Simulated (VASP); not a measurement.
The system is BAs.

```xyz
2
Lattice="0.0000 2.3885 2.3885 2.3885 0.0000 2.3885 2.3885 2.3885 0.0000" Properties=species:S:1:pos:R:3 pbc="T T T"
As    3.5827    3.5827    3.5827
B     0.0000    0.0000    0.0000
```

Program: VASP 6.6.1. Alike in all runs: potentials or basis VASP PAW PBE potentials, release 64 (As, B); cell as given; cutoff (eV) 520. Hardware: 1 thread of AMD EPYC 9R45 (Zen 5) (shared host).

Problem. Order these runs on this cell by their wall time, lowest first.
A. task single point; level PBE0; spin SOC, no magnetisation; k mesh 4 × 4 × 4; smearing fermi-dirac 0.05 eV; grid for exact exchange (PRECFOCK) Normal; exchange at q = 0 truncated; mesh quality coarse
B. task single point; level PBEsol; spin off; k mesh 10 × 10 × 10; smearing gaussian 0.05 eV; mesh quality not flagged
C. task atomic charges; level B3LYP+TS; spin off; k mesh 5 × 5 × 5; smearing fermi-dirac 0.02 eV; grid for exact exchange (PRECFOCK) Fast; exchange at q = 0 default; mesh quality coarse
D. task band structure; level r2SCAN; spin SOC, no magnetisation; k mesh 7 × 7 × 7; smearing fermi-dirac 0.05 eV; mesh quality not flagged

Solution. B (7.1 s), C (78 s), A (200 s), D (530 s).

Caveats: some runs use coarse meshes.

Runs at the PBE level aren't shown here.
